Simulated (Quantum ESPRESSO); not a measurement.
Runs of Quantum ESPRESSO 7.5 on MoS2. It takes space group P6_3/mmc (No. 194, hexagonal). Conventional cell: a = 3.169 Å, b = 3.169 Å, c = 12.324 Å, α = 90.00°, β = 90.00°, γ = 120.00°. Around Mo (site symmetry -6m2) lie 6 S at 2.41 Å. S (site symmetry 3m) has 3 Mo at 2.41 Å as nearest neighbours. 

| task | level | potentials or basis | k mesh | cutoff (eV) | SCF threshold | symmetry | gap on the mesh (eV) | pressure (GPa) | V0 of scaled cells (Å³/atom) | B0 (GPa) | largest force (eV/Å) |
| --- | --- | --- | --- | --- | --- | --- | --- | --- | --- | --- | --- |
| band structure | PBE | SSSP 1.3 efficiency PBE | 10 × 10 × 3 | 816 | 1.2e-09 Ry | - | (b) | 1.9 | - | - | 0.07 |
| equation of state | PBEsol | GBRV 1.5 PBEsol | 10 × 10 × 3 | 612 | 1.2e-09 Ry | - | - | - | (c) | 157 | - |
| band structure | PBE | SG15 PBE 1.2 | 10 × 10 × 3 | 952 | 1.2e-09 Ry | - | 0.94 | 2.1 | - | - | 0.04 |
| band structure | r2SCAN | SG15 PBE 1.2 | 8 × 8 × 2 | 952 | 1e-08 Ry | off | 1.10 | (a) | - | - | 0.23 |
| equation of state | PBE | SG15 PBE 1.2 | 10 × 10 × 3 | 952 | 1.2e-09 Ry | - | - | - | 18.13 | 143 | - |

Alike in all rows: no spin polarisation; cell as given; smearing fermi-dirac 0.05 eV.

Fill in the values left out.

(a) 0.6; (b) 0.93; (c) 17.50.

Caveats: this functional lacks dispersion, which binds the layers, so the pressure and a relaxed spacing across them are unreliable (some runs); the cell was scaled at fixed shape and fractional positions, which overstates the stiffness of a crystal with free parameters, most of all of layers and chains (some runs); the potentials were made for another functional, which shifts forces and pressure (some runs); some levels on the path didn't converge (some runs); the mesh misses the band edges, which the band path finds closer together (some runs).

A k mesh can miss the band edges, and the runs leave out spin-orbit coupling on Mo.

Not every run made on this cell is shown here.
